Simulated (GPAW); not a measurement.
BaTiO3 (P4/mmm), O K edge of atom 3, with 2 Ti at 2.00 Å (linear, site symmetry mmm). Method: GPAW, PBE, full core hole (charged cell), 10-atom cell with 5.7 Å between holes, 6×6×6 k points, dipole transitions, Gaussian full width 0.9 eV up to 4 eV, rising linearly to 3.5 eV at 25 eV.

```xyz
5
Lattice="3.9998 0.0000 0.0000 0.0000 3.9998 0.0000 0.0000 0.0000 4.0180" Properties=species:S:1:pos:R:3 pbc="T T T"
Ba    0.0000    0.0000    0.0000
Ti    1.9999    1.9999    2.0090
O     0.0000    1.9999    2.0090
O     1.9999    0.0000    2.0090
O     1.9999    1.9999    0.0000
```

Energy from the lowest empty level; a common scale on which the isotropic spectrum has a mean of 1 over the first 20 eV.

```csv
E (eV),curve 1,curve 2
-2.0,0.00,0.00
-1.5,0.00,0.00
-1.0,0.00,0.00
-0.5,0.01,0.01
0.0,0.11,0.06
0.5,0.57,0.32
1.0,1.52,0.80
1.5,1.78,0.94
2.0,0.94,0.72
2.5,0.23,0.93
3.0,0.04,1.21
3.5,0.04,1.05
4.0,0.10,1.13
4.5,0.32,1.56
5.0,0.78,1.71
5.5,1.32,1.46
6.0,1.70,1.23
6.5,1.94,1.32
7.0,1.93,1.31
7.5,1.49,1.00
8.0,0.88,0.60
8.5,0.47,0.32
9.0,0.33,0.22
9.5,0.37,0.25
10.0,0.51,0.37
10.5,0.69,0.60
11.0,0.88,0.95
11.5,1.02,1.37
12.0,1.11,1.74
12.5,1.17,1.94
13.0,1.20,1.91
13.5,1.23,1.71
14.0,1.25,1.48
14.5,1.25,1.35
15.0,1.23,1.29
15.5,1.18,1.23
16.0,1.11,1.13
16.5,1.04,0.99
17.0,1.00,0.88
17.5,1.00,0.81
18.0,1.01,0.77
18.5,0.99,0.73
19.0,0.94,0.68
19.5,0.84,0.60
20.0,0.72,0.52
20.5,0.61,0.45
21.0,0.53,0.40
21.5,0.49,0.39
22.0,0.48,0.40
22.5,0.48,0.41
23.0,0.49,0.43
23.5,0.50,0.45
24.0,0.50,0.47
24.5,0.51,0.49
25.0,0.52,0.52
25.5,0.54,0.55
26.0,0.57,0.58
26.5,0.61,0.61
27.0,0.67,0.65
27.5,0.75,0.68
28.0,0.83,0.71
28.5,0.92,0.75
29.0,1.01,0.79
29.5,1.09,0.83
30.0,1.15,0.87
30.5,1.20,0.92
31.0,1.23,0.97
31.5,1.23,1.03
32.0,1.21,1.09
```

The curves are for the electric vector along different Cartesian axes of the cell as given, averaged over the symmetry-equivalent atoms. Which is which?

Curve 1: along z (c), main maxima 1.3 eV (1.85), 6.7 eV (1.99) and 14.4 eV (1.25). Curve 2: along x (⊥ c) (the other in-plane axis gives the same curve within 3 %), main maxima 1.3 eV (0.96), 4.9 eV (1.71), 6.7 eV (1.36) and 12.7 eV (1.96). A K edge sees empty p states; the first features are O p mixed into the empty d states of the Ti neighbours, and the broad ones above probably into the cations' higher empty bands. Each direction probes the empty orbitals that point along it. The crystal has 2 inequivalent O sites and not all are shown here, while a measurement adds them all. The holes are only 5.7 Å apart, so the shape is probably not converged with cell size; no larger cell was run here.

[Banner, clock and machine lines of the logs are left out without a mark of their own.]

[Logs are printed without paths, hosts, clocks, repeated set-up lines and the standing remarks that a program may print on its own settings, such as how far it seeks lower states.]

[Hosts, paths, dates, database ids (printed as entryN), source tags and the programs' standing remarks are cut or masked in the printed files.]

[Lists of maxima count a maximum above −3 eV only where it reaches 4 % of the highest in the window and stands out from its surroundings by 2 % of it (1.5 % where it reaches 55 %); shoulders and weaker maxima are passed over, and of the rest the first, up to two pre-edge ones and the few strongest are named.]
